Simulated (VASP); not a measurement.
# C in VASP: further runs

Runs on C. Level: PBE. Tasks: single point.

Program: VASP 6.6.1. These are calculated values, not measurements. Logs are shortened: lines on timing, memory, paths and dates and some standing lists are left out, and cuts for length are marked.

## (1) The structure

The cell holds a sheet with vacuum, 4 atoms: a = 4.428 Å, b = 2.877 Å, c = 26.120 Å, α = 90.00°, β = 90.00°, γ = 90.00°.

The cell was built by a generator and needn't be a form met in nature.

## (2) Single point, PBE

Contents of INCAR:

```
SYSTEM = C
  PREC = Accurate
  ENCUT = 520
  EDIFF = 1E-7
  ISMEAR = 0
  SIGMA = 0.02
  LREAL = .False.
  LASPH = .True.
  NELM = 100
  ALGO = Fast
  ISIF = 2
  LWAVE = .False.
  LCHARG = .True.
  LDIPOL = .True.
  IDIPOL = 3
  DIPOL = 0.5 0.5 0.306
  GGA = PE
  LELF = .True.
  LVHAR = .True.
  LVACPOTAV = .True.
  NBANDS = 16
```

Contents of KPOINTS:

```
Automatic mesh
0
Gamma
  8 12 1
  0 0 0
```

Contents of POSCAR:

```
C
1.0
    4.4279609277      0.0000000000      0.0000000000
    0.0000000000      2.8770009496      0.0000000000
    0.0000000000      0.0000000000     26.1195910400
C
4
Direct
    0.5000000000      0.2500000000      0.3352349989
    0.5000000000      0.7500000000      0.3352349989
    0.5000000000      0.2500000000      0.2773320193
    0.5000000000      0.7500000000      0.2773320193
```

Potentials or basis: VASP PAW PBE potentials, release 64 (C).

Launch:

```console
$ cat potpaw_PBE.64/C/POTCAR > POTCAR
$ mpirun -np 1 vasp_std > vasp.out
```

OUTCAR:

```text
SYSTEM = C
   PREC = Accurate
   ENCUT = 520
   EDIFF = 1E-7
   ISMEAR = 0
   LREAL = .False.
   LASPH = .True.
   NELM = 100
   ISIF = 2
   GGA = PE

 ion  position               nearest neighbor table
   1  0.500  0.250  0.335-   2 1.44   2 1.44   3 1.51
   2  0.500  0.750  0.335-   1 1.44   1 1.44   4 1.51
   3  0.500  0.250  0.277-   4 1.44   4 1.44   1 1.51
   4  0.500  0.750  0.277-   3 1.44   3 1.44   2 1.51

  LATTYP: Found a simple orthorhombic cell.
 ALAT       =     2.8770009496
 B/A-ratio  =     1.5390891436
 C/A-ratio  =     9.0787564890

  Lattice vectors:

 A1 = (   0.0000000000,  -2.8770009496,   0.0000000000)
 A2 = (   4.4279609277,   0.0000000000,   0.0000000000)
 A3 = (   0.0000000000,   0.0000000000,  26.1195910400)

Analysis of symmetry for initial positions (statically):
=====================================================================
 Subroutine PRICEL returns following result:

  LATTYP: Found a simple orthorhombic cell.
 ALAT       =     1.4385004748
 B/A-ratio  =     3.0781782872
 C/A-ratio  =    18.1575129780

  Lattice vectors:

 A1 = (   0.0000000000,  -1.4385004748,   0.0000000000)
 A2 = (   4.4279609277,   0.0000000000,   0.0000000000)
 A3 = (   0.0000000000,   0.0000000000,  26.1195910400)

   2 primitive cells build up your supercell.

 Routine SETGRP: Setting up the symmetry group for a
 simple orthorhombic supercell.

 Subroutine GETGRP returns: Found  8 space group operations
 (whereof  4 operations were pure point group operations)
 out of a pool of  8 trial point group operations.

The static configuration has the point symmetry C_2v.
 The point group associated with its full space group is D_2h.

Analysis of symmetry for dynamics (positions and initial velocities):
=====================================================================
 Subroutine PRICEL returns following result:

  LATTYP: Found a simple orthorhombic cell.
 ALAT       =     1.4385004748
 B/A-ratio  =     3.0781782872
 C/A-ratio  =    18.1575129780

  Lattice vectors:

 A1 = (   0.0000000000,  -1.4385004748,   0.0000000000)
 A2 = (   4.4279609277,   0.0000000000,   0.0000000000)
 A3 = (   0.0000000000,   0.0000000000,  26.1195910400)

   2 primitive cells build up your supercell.

 Routine SETGRP: Setting up the symmetry group for a
 simple orthorhombic supercell.

 Subroutine GETGRP returns: Found  8 space group operations
[... 113 lines left out ...]
   TEBEG  =    0.0;   TEEND  =   0.0 temperature during run
   PSTRESS=    0.0 pullay stress
   NELECT =      16.0000    total number of electrons
   NUPDOWN=      -1.0000    fix difference up-down
   EMIN   =  10.00;   EMAX   =-10.00  energy-range for DOS
   EFERMI =   0.00;   METHOD = LEGACY
   ISMEAR =     0;   SIGMA  =   0.02  broadening in eV -4-tet -1-fermi 0-gaus
   EFERMI_NEDOS =   21; number of points for ismear=-14 and -15
   IALGO  =     68    algorithm
   IMIX   =      4    mixing-type and parameters
     AMIX     =   0.40;   BMIX     =  1.00
     AMIX_MAG =   1.60;   BMIX_MAG =  1.00
  volume/ion in A,a.u.               =      83.19       561.37
  Fermi-wavevector in a.u.,A,eV,Ry     =   0.595312  1.124977  4.821858  0.354397
  Thomas-Fermi vector in A             =   1.645229
   LORBIT       =      0    0 simple, 1 ext, 2 COOP (PROOUT), +10 PAW based schemes
   GGA     = PE    functional components
   LHFCALC =     F    Hartree Fock is set to
   AEXX    =    0.0000 exact exchange contribution
   IVDW    =     0    specifies the selected vdW correction
   LEPSILON=     F    determine dielectric tensor
   LRPA    =     F    only Hartree local field effects (RPA)
 non-spin polarized calculation
 RMM-DIIS sequential band-by-band and
 Gauss-broadening in eV      SIGMA  =   0.02
  energy-cutoff  :      520.00
  volume of cell :      332.74
 maximum number of plane-waves:      9014
 NGX is ok and might be reduce to    36
   NGX = 17   NGY = 11   NGZ = 97

 dipolmoment           0.000000      0.000000     -0.000071 electrons x Angstroem

 number of electron      16.0000000 magnetization

 dipolmoment           0.000000      0.000000      0.000001 electrons x Angstroem

 Free energy of the ion-electron system (eV)
  ---------------------------------------------------
  ext. energy  EPLUGINS =         0.00000000
  ---------------------------------------------------
  free energy    TOTEN  =       -29.70326932 eV

  energy without entropy =      -29.70326923  energy(sigma->0) =      -29.70326928

 E-fermi :  -3.6808     XC(G=0):  -1.6332

 val. band max:       -3.7392367653   @ k =   0.0000   0.3333   0.0000
 cond. band min:      -3.6223034603   @ k =   0.5000   0.3333   0.0000
 fundamental gap:      0.1169333050
 Fermi energy:        -3.6807701915

 k-point     1 :       0.0000    0.0000    0.0000
  band No.  band energies     occupation
      1     -23.4454      2.00000
      2     -16.3764      2.00000
      3     -14.1563      2.00000
      4     -10.7970      2.00000
      5     -10.4701      2.00000
      6      -9.8527      2.00000
[... 433 lines left out ...]
      3     -15.1646      2.00000
      4     -12.1179      2.00000
      5      -9.0834      2.00000
      6      -8.8784      2.00000
[... 8 lines left out ...]
     15       4.1340      0.00000
     16       4.4569      0.00000

 [... further k-points ...]

------------------------ aborting loop because EDIFF is reached ----------------------------------------

 vacuum level on the upper side and lower side of the slab       (xc-potential included)        -0.086        -0.084

  FORCE on cell =-STRESS in cart. coord.  units (eV):
  Direction    XX          YY          ZZ          XY          YZ          ZX
  --------------------------------------------------------------------------------------
  -------------------------------------------------------------------------------------
  Total       -0.0058889      0.1636571      0.1834383      0.0000000      0.0000000      0.0000000
  in kB       -0.0283552      0.7880163      0.8832638      0.0000000      0.0000000      0.0000000
  external PRESSURE =       0.5476416 kB  Pullay stress =       0.0000000 kB

 VOLUME and BASIS-vectors are now :
 -----------------------------------------------------------------------------
  energy-cutoff  :      520.00
  volume of cell :      332.74
      direct lattice vectors                 reciprocal lattice vectors
     4.427960928  0.000000000  0.000000000     0.225837584  0.000000000  0.000000000
     0.000000000  2.877000950  0.000000000     0.000000000  0.347584174  0.000000000
     0.000000000  0.000000000 26.119591040     0.000000000  0.000000000  0.038285439

 POSITION                                       TOTAL-FORCE (eV/Angst)
 -----------------------------------------------------------------------------------
      2.21398      0.71925      8.75620         0.000000      0.000000      0.071090
      2.21398      2.15775      8.75620         0.000000     -0.000000      0.071090
      2.21398      0.71925      7.24380         0.000000      0.000000     -0.071090
      2.21398      2.15775      7.24380         0.000000      0.000000     -0.071090
 -----------------------------------------------------------------------------------
    total drift:                                0.000000      0.000000      0.000008

  FREE ENERGIE OF THE ION-ELECTRON SYSTEM (eV)
  ---------------------------------------------------
  free  energy   TOTEN  =       -29.7032693246 eV

  energy  without entropy=      -29.7032692333  energy(sigma->0) =      -29.70326928

 vacuum level on the upper side and lower side of the slab         0.952         0.952
```

stdout:

```text
POSCAR found type information on POSCAR C
 POSCAR found :  1 types and       4 ions
 scaLAPACK will be used
 LDA part: xc-table for (Slater+PW92), standard interpolation
 POSCAR, INCAR and KPOINTS ok, starting setup
 FFT: planning ... GRIDC
 FFT: planning ... GRID_SOFT
 FFT: planning ... GRID
 WAVECAR not read
 entering main loop
```

Wall time 2.9 min (1 thread of Intel Xeon 6975P-C (Granite Rapids), shared host); peak memory 0.47 GiB.

Results:

```
Free energy                            : -29.7033 eV
Largest force                          : 0.071 eV/Å
Band gap on the k mesh                 : 0.12 eV
Ionisation potential of the upper face : 4.69 eV
```

Forces in eV/Å, atoms in the order of the input:
```
C    0.000  0.000  0.071
C    0.000  0.000  0.071
C    0.000  0.000 -0.071
C    0.000  0.000 -0.071
```

## (3) Single point, PBE

This run uses another cell than the first one, of 80.19 Å³/atom, 0.964 times its volume.

Contents of INCAR:

```
SYSTEM = C
PREC = Accurate
ENCUT = 520
EDIFF = 1E-6
ISMEAR = 0
SIGMA = 0.02
LREAL = .False.
LASPH = .True.
NELM = 100
ALGO = Fast
ISIF = 2
LWAVE = .False.
LCHARG = .False.
LDIPOL = .True.
IDIPOL = 3
DIPOL = 0.5 0.5 0.306
GGA = PE
NBANDS = 16
```

Contents of KPOINTS:

```
regular mesh
0
Gamma
  8 12 1
  0 0 0
```

Contents of POSCAR:

```
C
1.0
    4.2872245719      0.0000000000      0.0000000000
    0.0000000000      2.8644698720      0.0000000000
    0.0000000000      0.0000000000     26.1195910400
C
4
Direct
    0.5000000000      0.2499999117      0.3357046501
    0.5000000000      0.7500000883      0.3357046501
    0.5000000000      0.2499999117      0.2768623681
    0.5000000000      0.7500000883      0.2768623681
```

Potentials or basis: VASP PAW PBE potentials, release 64 (C).

Launch:

```console
$ cat potpaw_PBE.64/C/POTCAR > POTCAR
$ mpirun -np 1 vasp_std > vasp.out
```

Run time: 1.8 min. Hardware: 1 thread of Intel Xeon 6975P-C (Granite Rapids), shared host; peak memory 0.43 GiB.

Results (log left out):

| Quantity | Value |
| --- | --- |
| Free energy | -29.6827 eV |
| Largest force | 0.672 eV/Å |
| Band gap on the k mesh | 0.33 eV |

Forces in eV/Å, atoms in the order of the input:
```
C    0.000  0.000 -0.672
C    0.000  0.000 -0.672
C    0.000  0.000  0.672
C    0.000  0.000  0.672
```

Levels at points of the mesh, in eV from the valence-band top:
```csv
k point,band 4,band 5,band 6,band 7,band 8,band 9,band 10,band 11,band 12,band 13
"(0.00, 0.00, 0.00)",-7.01,-6.52,-6.19,-2.50,-1.81,3.43,4.09,4.76,5.03,5.14
"(0.50, 0.00, 0.00)",-6.96,-6.92,-6.18,-2.49,-2.22,4.28,5.37,5.69,5.81,6.07
"(0.00, 0.50, 0.00)",-10.12,-3.29,-3.29,-2.39,-2.39,2.20,2.20,6.42,6.42,7.48
"(0.50, 0.50, 0.00)",-10.09,-3.26,-3.26,-2.74,-2.74,1.85,1.85,6.81,6.81,9.32
```

## (4) Single point, PBE (the structure that the rattled cell fell into)

Contents of INCAR:

```
SYSTEM = C
PREC = Accurate
ENCUT = 520
EDIFF = 1E-7
ISMEAR = 0
SIGMA = 0.1
LREAL = .FALSE.
LASPH = .TRUE.
NELM = 100
ALGO = Fast
ISIF = 2
LWAVE = .FALSE.
LCHARG = .TRUE.
LDIPOL = .TRUE.
IDIPOL = 3
DIPOL = 0.5 0.5 0.290
GGA = PE
LELF = .TRUE.
LVHAR = .TRUE.
LVACPOTAV = .TRUE.
NBANDS = 26
```

Contents of KPOINTS:

```
regular mesh
0
G
  2 6 1
  0 0 0
```

Contents of POSCAR:

```
C
1.0
    8.8592891858      0.1395761168      0.0000000000
    0.0454812447      2.9011761597      0.0000000000
    0.0000000000      0.0000000000     27.5481532799
C
8
Direct
    0.2453734691      0.2225877135      0.3198282105
    0.7496337686      0.2778689173      0.3145394482
    0.2452994088      0.7228561888      0.3198230626
    0.7495666206      0.7778168337      0.3145476927
    0.2578951732      0.2216420937      0.2663385398
    0.7472382868      0.2777959586      0.2608925250
    0.2577688111      0.7214602125      0.2663282443
    0.7472244617      0.7779720820      0.2609070067
```

Potentials or basis: VASP PAW PBE potentials, release 64 (C).

Launch:

```console
$ cat potpaw_PBE.64/C/POTCAR > POTCAR
$ mpirun -np 1 vasp_std > vasp.out
```

OUTCAR:

```text
SYSTEM = C
   PREC = Accurate
   ENCUT = 520
   EDIFF = 1E-7
   ISMEAR = 0
   LREAL = .FALSE.
   LASPH = .TRUE.
   NELM = 100
   ISIF = 2
   GGA = PE

 ion  position               nearest neighbor table
   1  0.245  0.223  0.320-   3 1.45   3 1.45   5 1.48   7 2.07   7 2.07
   2  0.750  0.278  0.315-   4 1.45   4 1.45   6 1.48   8 2.07   8 2.07
   3  0.245  0.723  0.320-   1 1.45   1 1.45   7 1.48   5 2.07   5 2.07
   4  0.750  0.778  0.315-   2 1.45   2 1.45   8 1.48   6 2.07
   5  0.258  0.222  0.266-   7 1.45   7 1.45   1 1.48   3 2.07   3 2.07
   6  0.747  0.278  0.261-   8 1.45   8 1.45   2 1.48   4 2.07
   7  0.258  0.721  0.266-   5 1.45   5 1.45   3 1.48   1 2.07   1 2.07
   8  0.747  0.778  0.261-   6 1.45   6 1.45   4 1.48   2 2.07   2 2.07

  LATTYP: Found a simple monoclinic cell.
 ALAT       =     2.9015326387
 B/A-ratio  =     9.4943454755
 C/A-ratio  =     3.0536925536
 COS(beta)  =    -0.0314238444

  Lattice vectors:

[... 188 lines left out ...]
  band No.  band energies     occupation
      1     -23.6755      2.00000
      2     -23.6593      2.00000
      3     -16.2360      2.00000
      4     -16.2071      2.00000
      5     -14.3578      2.00000
      6     -14.3550      2.00000
[... 221 lines left out ...]
     25       3.8379      0.00000
     26       3.9093      0.00000

------------------------ aborting loop because EDIFF is reached ----------------------------------------

 vacuum level on the upper side and lower side of the slab       (xc-potential included)        -0.066        -0.065

  FORCE on cell =-STRESS in cart. coord.  units (eV):
  Direction    XX          YY          ZZ          XY          YZ          ZX
  --------------------------------------------------------------------------------------
  -------------------------------------------------------------------------------------
  Total       -0.6378638      0.4131273      2.2350144      0.0472460     -0.0177596     -0.0493061
  in kB       -1.4437113      0.9350532      5.0586277      0.1069344     -0.0401962     -0.1115971
  external PRESSURE =       1.5166565 kB  Pullay stress =       0.0000000 kB

 VOLUME and BASIS-vectors are now :
 -----------------------------------------------------------------------------
  energy-cutoff  :      520.00
  volume of cell :      707.88
      direct lattice vectors                 reciprocal lattice vectors
     8.859289186  0.139576117  0.000000000     0.112903758 -0.001769973  0.000000000
     0.045481245  2.901176160  0.000000000    -0.005431821  0.344772944  0.000000000
     0.000000000  0.000000000 27.548153280     0.000000000  0.000000000  0.036300074

 POSITION                                       TOTAL-FORCE (eV/Angst)
 -----------------------------------------------------------------------------------
      2.18396      0.68001      8.81068        -0.026577     -0.049137      0.384022
      6.65386      0.91078      8.66498         0.005809      0.038443      0.395617
      2.20605      2.13137      8.81053        -0.024650      0.052226      0.384321
      6.67600      2.36121      8.66521         0.010503     -0.053396      0.393355
      2.29485      0.67902      7.33713         0.028097      0.060356     -0.391418
      6.63263      0.91023      7.18711        -0.013097     -0.018797     -0.385080
      2.31646      2.12906      7.33685         0.034486     -0.063654     -0.385817
      6.65526      2.36133      7.18751        -0.014571      0.033959     -0.395001
 -----------------------------------------------------------------------------------
    total drift:                                0.000014     -0.000053      0.000171

  FREE ENERGIE OF THE ION-ELECTRON SYSTEM (eV)
  ---------------------------------------------------
  free  energy   TOTEN  =       -59.0344591457 eV

  energy  without entropy=      -58.9922215100  energy(sigma->0) =      -59.01334033

 vacuum level on the upper side and lower side of the slab         0.896         0.896
```

stdout:

```text
POSCAR found type information on POSCAR C
 POSCAR found :  1 types and       8 ions
 scaLAPACK will be used
 LDA part: xc-table for (Slater+PW92), standard interpolation
 POSCAR, INCAR and KPOINTS ok, starting setup
 FFT: planning ... GRIDC
 FFT: planning ... GRID_SOFT
 FFT: planning ... GRID
 WAVECAR not read
 entering main loop
```

Run time: 4.1 min. Hardware: 1 thread of Intel Xeon 6975P-C (Granite Rapids), shared host; peak memory 0.74 GiB.

Results:

* Free energy: -59.0345 eV
* Largest force: 0.398 eV/Å
* Band gap on the k mesh: 0.02 eV
* Ionisation potential of the upper face: 4.68 eV

Forces on the atoms (eV/Å):
```
C   -0.027 -0.049  0.384
C    0.006  0.038  0.396
C   -0.025  0.052  0.384
C    0.011 -0.053  0.393
C    0.028  0.060 -0.391
C   -0.013 -0.019 -0.385
C    0.034 -0.064 -0.386
C   -0.015  0.034 -0.395
```

## (5) Summary

```csv
cell,k mesh,smearing,further INCAR settings,gap on the mesh (eV),largest force (eV/Å)
"Pmmm, 83.19 Å³/atom",8 × 12 × 1,gaussian 0.02 eV,ALGO = Fast; EDIFF = 1e-07; NBANDS = 16,0.12,0.07
"Pmmm, 80.19 Å³/atom",8 × 12 × 1,gaussian 0.02 eV,ALGO = Fast; EDIFF = 1e-06; NBANDS = 16,0.33,0.67
the structure that the rattled cell fell into,2 × 6 × 1,gaussian 0.1 eV,ALGO = Fast; EDIFF = 1e-07; NBANDS = 26,0.02,0.40
```

Alike in all rows: task single point; level PBE; potentials or basis VASP PAW PBE potentials, release 64 (C); no spin polarisation; cutoff (eV) 520.

Absolute energies hang on the potentials; compare differences alone.
